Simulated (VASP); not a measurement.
SnO (Romarchite):

```
CELL_PARAMETERS angstrom
3.79860 0.00000 0.00000
0.00000 3.79860 0.00000
0.00000 0.00000 4.84080
ATOMIC_POSITIONS crystal
Sn 0.50000 0.00000 0.23690
Sn 0.00000 0.50000 0.76310
O 0.00000 0.00000 0.00000
O 0.50000 0.50000 0.00000
```

| Property | Result |
| --- | --- |
| Program | VASP 6.6.1 |
| Task | relaxation of cell and atoms |
| Functional | PBE |
| Dispersion | D3(BJ) |
| Potentials or basis | VASP PAW PBE potentials, release 64 (Sn_d, O) |
| Cutoff | 600 eV |
| k mesh | 8 × 8 × 6 |
| Occupations | gaussian, width 0.03 eV |
| Spin | no spin polarisation |

At the start: pressure 2.8 GPa; volume 17.46 Å³/atom.

Task: Where does the relaxation end?

Result: Over 15 steps the energy falls by 7.0 meV/atom and the volume is 17.39 Å³/atom (-0.4 %); space group P4/nmm (No. 129, to 0.05 Å).

The path:
```
step  energy change (eV)  largest force (eV/Å)  pressure (GPa)  volume (Å³)
   1              0.0000                0.5986            2.85        69.85
   2              0.0007                0.5050           -2.93        73.04
   3             -0.0222                0.0328           -0.21        71.39
   4             -0.0222                0.0443           -0.09        71.36
   5             -0.0234                0.0545           -0.12        71.24
   6             -0.0256                0.0856           -0.12        70.88
   7             -0.0239                0.1446           -0.08        70.13
   8             -0.0259                0.1072           -0.12        70.66
   9             -0.0269                0.0494           -0.19        70.42
  10             -0.0275                0.0452           -0.41        69.97
  11             -0.0279                0.0041            0.09        69.37
  12             -0.0280                0.0122           -0.01        69.50
  13             -0.0280                0.0142           -0.05        69.53
  14             -0.0280                0.0153           -0.02        69.52
  15             -0.0280                0.0041           -0.02        69.55
```

Final structure:
```
Sn O
1.0
     3.83538    0.00000    0.00000
     0.00000    3.83538    0.00000
     0.00000    0.00000    4.72805
Sn O
2 2
Direct
  0.50000 0.00000 0.24596
  0.00000 0.50000 0.75404
  0.00000 0.00000 0.00000
  0.50000 0.50000 0.00000
```

Caveat: pairwise dispersion overbinds metals, which lowers pressure and volume.
